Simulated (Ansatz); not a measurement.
# Migration of O in Al

Theory: Ansatz 0.2.0, DFT PBE, scalar-relativistic, plane waves, PAW. Settings: 420 eV cutoff, 3×3×3 k-mesh, Gaussian smearing of 0.10 eV, no spin polarisation.

Host crystal, relaxed:

```
Al
1.0
     0.00000    2.02081    2.02081
     2.02081    0.00000    2.02081
     2.02081    2.02081    0.00000
Al
1
Cartesian
  0.0000 0.0000 0.0000
```

In a supercell of 27 host sites, interstitial O hops to an equivalent place, moving 2.03 Å between the relaxed ends. Climbing-image nudged elastic band at fixed cell with images 0 (start) to 6 (end), the path measured over all atoms, converged to 0.05 eV/Å; the order of the saddle wasn't checked, and the small cell leaves errors of about a tenth of an eV. At the top the atom squeezes straight between two others, where symmetry can hold a band on a ridge, so a bent path, such as one by way of a neighbouring hole, may have a much lower barrier.

Supercell rows in host cell vectors: 0 -3 3; 0 -3 0; 3 -3 0. O was set at (0.500, 0.500, 0.500) of the host cell.

At the relaxed start O has 4 Al at 1.89 Å.

A cell with an odd number of electrons and no spin polarisation is a metal by construction and may be lower with spin.

Q: How high is the barrier, and where does the atom pass?

A: 1.25 eV at image 3, where O has 2 Al at 1.75 Å, 4 Al at 2.50 Å.

Cost: 1 run of about 10 core-minutes, on AMD EPYC 9R14 (Zen 4) (shared hosts).